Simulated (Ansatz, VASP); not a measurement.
Two plane-wave programs on Ru

Contents of INCAR:

```
SYSTEM = Ru
PREC     = Accurate       ! precision mode
ENCUT    = 520            ! plane-wave cutoff, eV
EDIFF    = 1E-6           ! SCF threshold, eV
ISMEAR   = 0              ! smearing method
SIGMA    = 0.15           ! smearing width, eV
LREAL    = .False.        ! projectors in reciprocal space
LASPH    = .True.         ! aspherical terms in the spheres
NELM     = 60             ! most SCF steps
ALGO     = Fast           ! electronic algorithm
ISIF     = 2              ! what is computed and relaxed
LWAVE    = .False.        ! write WAVECAR
LCHARG   = .False.        ! write CHGCAR
GGA      = PS             ! functional
NBANDS   = 21             ! bands
```

File KPOINTS:

```
Automatic mesh
0
Gamma
  18 18 10
  0 0 0
```

File POSCAR:

```
Ru
1.0
    2.7650000000      0.0000000000      0.0000000000
   -1.3825000000      2.3945602415      0.0000000000
    0.0000000000      0.0000000000      4.2523798375
Ru
2
Direct
    0.3333333333      0.6666666667      0.2500000000
    0.6666666667      0.3333333333      0.7500000000
```

Input for Ansatz:

```yaml
crystal:
  lattice:
    - [2.765, 0.0, 0.0]
    - [-1.3825, 2.3945602415, 0.0]
    - [0.0, 0.0, 4.2523798375]
  atoms:
    - { symbol: Ru, position: [0.3333333333, 0.6666666667, 0.25] }
    - { symbol: Ru, position: [0.6666666667, 0.3333333333, 0.75] }
basis:
  ecutwfc: 420
kpoints:
  mp_grid: { grid: [18, 18, 10] }
hamiltonian:
  xc: pbesol
  pseudopotentials: { kind: paw, azcp: { folder: soft_1 } }
scf:
  occupations: { method: gaussian, width: 0.15 }
output:
  forces: true
  stress: true
  eigenvalues: true
```

Alike in both runs: task single point; functional PBEsol; k mesh 18 × 18 × 10; occupations gaussian, width 0.15 eV; no spin polarisation.

|  | VASP | Ansatz |
| --- | --- | --- |
| version | VASP 6.6.1 | Ansatz 0.2.0 |
| potentials or method | VASP PAW PBE potentials, release 64 (Ru_pv) | scalar-relativistic, plane waves, PAW |
| plane-wave cutoff (eV) | 520 | 420 |
| valence electrons in the cell | 28 | 32 |

Ansatz gave:

```
gap on the k mesh at the Fermi level (eV)       : none
pressure (GPa)                                  : -16.2
largest component of the traceless stress (GPa) : 6.40
```

Estimate VASP's values.

gap on the k mesh at the Fermi level (eV): none; pressure (GPa): -16.4; largest component of the traceless stress (GPa): 6.38.

A gap of «none» marks a metal or a gap that the smearing closes. The two sets of potentials don't hold the same shells in valence. Ansatz warned: «pseudo_functional_mismatch».

Caveats: so large a pressure means that the cell lies far from this level's equilibrium, or that cutoff or potentials fall short (VASP); the potentials were made for another functional, which shifts forces and pressure (VASP).
